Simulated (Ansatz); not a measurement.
**Al2O3 (Pnnm), a film clamped to a substrate**

All numbers below come from DFT LDA, scalar-relativistic, plane waves, PAW (Ansatz 0.2.0). The runs took a 420 eV cutoff, a Γ-centred 6×4×8 mesh and Gaussian smearing (0.05 eV). No spin polarisation. Energies are free energies at this smearing, counted from the undisturbed cell; pressure is positive in compression.

Zero of the scan (relaxed at this level; this form isn't the usual structure):

```
Al O
1.0
     4.59259    0.00000    0.00000
     0.00000    9.57312    0.00000
     0.00000    0.00000    2.97459
Al O
4 6
Direct
  0.41388 0.33100 0.50000
  0.58612 0.66900 0.50000
  0.91388 0.16900 0.00000
  0.08612 0.83100 0.00000
  0.73156 0.22269 0.50000
  0.00000 0.00000 0.00000
  0.76844 0.72269 0.00000
  0.23156 0.27731 0.00000
  0.26844 0.77731 0.50000
  0.50000 0.50000 0.50000
```

The cell (10 atoms, V0 = 130.78 Å³) is strained by p along both x and y and by q along z, fractional coordinates fixed. τp = (1/V0) ∂E/∂p = (σxx + σyy)(1 + p)(1 + q) and τq = (1/V0) ∂E/∂q = σzz(1 + p)², with tension positive.

```csv
p,q,ΔE (meV/atom),τp (GPa),τq (GPa)
0.000,0.000,0.00,0.06,0.03
-0.040,0.000,61.40,-39.77,-5.25
0.040,0.000,49.91,28.96,4.39
0.000,-0.040,24.39,-5.21,-15.70
0.000,0.040,20.35,4.46,11.86
```

Get the second derivatives of the energy density.

Central differences give A = ∂τp/∂p = 859 GPa (C11 + C22 + 2 C12), C = ∂τq/∂q = 345 GPa (C33) and the cross term B = ∂τq/∂p = 120 GPa (C13 + C23); ∂τp/∂q = 121 GPa must equal B, and any difference shows higher-order terms. Steps this large leave an error of some per cent of A or C in all of these, which can swamp a small B. The ions are clamped.

A film of this crystal grows with z along the normal on a substrate that imposes p. How does its thickness respond, and what does the misfit cost?

Count p and q from the stress-free cell. A free surface needs τq = 0, so q = −(B/C) p = -0.35 p. The energy density left is (A − B²/C) p²/2 = M p², with the biaxial modulus M = 409 GPa; a misfit of 1 % costs 3.33 meV/atom, against 3.51 meV/atom if the thickness were held.

At p = -0.080 the energies along q are 474.1 (q = -0.080), 341.3 (q = -0.040), 275.7 (q = 0.000), 261.1 (q = 0.040), 284.7 (q = 0.080) meV/atom.

Does the linear rule hold at this misfit?

A parabola through the lowest point and its neighbours has its minimum at q = 0.035, 260.8 meV/atom. With the stress left in the starting cell, τp0 and τq0, linear elasticity gives q = −(τq0 + Bp)/C = 0.028 and E = V0(τp0 p + τq0 q + Ap²/2 + Bpq + Cq²/2)/N = 213.1 meV/atom. The energies differ by more than a tenth, so the quadratic law fails here: the gap holds the anharmonic part, with some error from the wide steps. Cubic terms also shift the vertex of so wide a parabola.

Forces appear on the atoms along this scan, and letting them relax would lower the energy and soften the response.

Letting the film thicken recovers little of the misfit energy (3.33 against 3.51 meV/atom at 1 %), because the coupling between in-plane and normal strain is weak beside the direct stiffnesses. Most of the cost therefore lies in deforming the Al–O network within the plane. Compression costs more than equal tension along both strain paths, as expected when short-range repulsion steepens faster than bonding weakens on stretching. The same asymmetry explains why the quadratic law underestimates the energy at p = -0.080; for large tensile misfit it would probably overestimate it.

The coordinates show four-coordinate Al and straight Al–O–Al bridges running mainly along y, an open framework unlike the octahedral packing of corundum. With fixed fractional coordinates these bridges must shorten under in-plane compression rather than tilt or bend, which probably contributes to the high in-plane stiffness. Because the bridging O sits on an inversion centre, only a symmetry-breaking distortion could bend them, and the scan doesn't test whether compression triggers one.
